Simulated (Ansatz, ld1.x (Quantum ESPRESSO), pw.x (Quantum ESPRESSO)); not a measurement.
## What a changed setting does to a pw.x run (fcc Os)

Potential: PAW, ld1.x (Quantum ESPRESSO) 7.5, PBE; core [Kr] 4d10 4f14, reference 5s2 5p6 5d6 6s0 6p0; waves: 5s (bound): rcut 1.50, rcutus 1.70 bohr; 6s (bound, empty): rcut 1.50, rcutus 1.70 bohr; 5p (bound): rcut 1.50, rcutus 1.55 bohr; 6p (bound, empty): rcut 1.50, rcutus 1.55 bohr; 5d (bound): rcut 1.15, rcutus 1.50 bohr; 5d channel at 1.8 Ry: rcut 1.15, rcutus 1.50 bohr; local part: all-electron potential smoothed inside 1.25 bohr (lloc = -1); core correction: none; augmentation: PSQ, inside the norm-conserving radii.

The reference run (k-mesh 15³, cutoffs 100/800 Ry, Fermi–Dirac 0.01 Ry, mixing_beta 0.4, conv_thr 1e-9, no spin) gives -4.93 GPa at 14.323 Å³/atom, where all-electron LAPW gives 0.41 GPa. This run, with its own iteration cap, changes diagonalization to paro.

```
&control
  calculation='scf', prefix='x', pseudo_dir='./', outdir='./tmp', tstress=.true., disk_io='none'
/
&system
  ibrav=0, nat=1, ntyp=1, ecutwfc=100, ecutrho=800, nbnd=16,
  occupations='smearing', smearing='fd', degauss=0.01
/
&electrons
  conv_thr=1e-09, mixing_beta=0.4, electron_maxstep=50, diagonalization='paro'
/
ATOMIC_SPECIES
Os 1.0 Os.UPF
CELL_PARAMETERS angstrom
  0.00000000 1.92753083 1.92753083
  1.92753083 0.00000000 1.92753083
  1.92753083 1.92753083 0.00000000
ATOMIC_POSITIONS crystal
Os 0.0000 0.0000 0.0000
K_POINTS automatic
15 15 15 0 0 0
```

```bash
pw.x < Os.scf.in > Os.scf.out
```

Question: How does the run end?

Answer: It converges in 11 iterations; the free energy moves by +0.0 meV/atom and the pressure by +0.01 GPa. The result is that of the reference run.

```
Message from routine setup:
     using ibrav=0 with symmetry is DISCOURAGED, use correct ibrav instead
     lattice parameter (alat)  =       5.1513  a.u.
     unit-cell volume          =      96.6564 (a.u.)^3
     number of electrons       =        16.00
     number of Kohn-Sham states=           16
     kinetic-energy cutoff     =     100.0000  Ry
     charge density cutoff     =     800.0000  Ry
     scf convergence threshold =      1.0E-09
     Exchange-correlation= SLA  PW   PBX  PBC
     number of k points=   120  Fermi-Dirac smearing, width (Ry)=  0.0100
     iteration #  1     ecut=   100.00 Ry     beta= 0.40
     total energy              =    -833.25772630 Ry
     estimated scf accuracy    <       3.34823035 Ry
     iteration #  2     ecut=   100.00 Ry     beta= 0.40
     negative rho (up, down):  8.340E-05 0.000E+00
     total energy              =    -833.38494337 Ry
     estimated scf accuracy    <       0.29621505 Ry
     iteration #  3     ecut=   100.00 Ry     beta= 0.40
     negative rho (up, down):  3.225E-05 0.000E+00
     total energy              =    -833.44701470 Ry
     estimated scf accuracy    <       0.00246574 Ry
     iteration #  4     ecut=   100.00 Ry     beta= 0.40
     total energy              =    -833.44839333 Ry
     estimated scf accuracy    <       0.00070554 Ry
     iteration #  5     ecut=   100.00 Ry     beta= 0.40
     total energy              =    -833.44811777 Ry
     estimated scf accuracy    <       0.00198910 Ry
     iteration #  6     ecut=   100.00 Ry     beta= 0.40
     total energy              =    -833.44852816 Ry
     estimated scf accuracy    <       0.00000294 Ry
     iteration #  7     ecut=   100.00 Ry     beta= 0.40
     total energy              =    -833.44852684 Ry
     estimated scf accuracy    <       0.00000489 Ry
     iteration #  8     ecut=   100.00 Ry     beta= 0.40
     total energy              =    -833.44852962 Ry
     estimated scf accuracy    <       0.00000147 Ry
     iteration #  9     ecut=   100.00 Ry     beta= 0.40
     total energy              =    -833.44852987 Ry
     estimated scf accuracy    <       0.00000017 Ry
     iteration # 10     ecut=   100.00 Ry     beta= 0.40
     total energy              =    -833.44852987 Ry
     estimated scf accuracy    <          6.1E-09 Ry
     iteration # 11     ecut=   100.00 Ry     beta= 0.40
     the Fermi energy is    25.3325 ev
!    total energy              =    -833.44852987 Ry
     estimated scf accuracy    <          2.3E-10 Ry
     smearing contrib. (-TS)   =      -0.00323968 Ry
     The total energy is F=E-TS. E is the sum of the following terms:
     one-electron contribution =     -18.50961061 Ry
     hartree contribution      =      23.23176806 Ry
     xc contribution           =     -19.08078278 Ry
     ewald contribution        =    -161.11502568 Ry
     one-center paw contrib.   =    -657.97163919 Ry
     convergence has been achieved in  11 iterations
          total   stress  (Ry/bohr**3)                   (kbar)     P=      -49.20
     Message from routine punch:
     Nothing written, as per user request (disk_io='none')
```

The run took about 2.3 min on one core of a shared host (Neoverse-V1, 32 threads, 247 GiB, load 15).
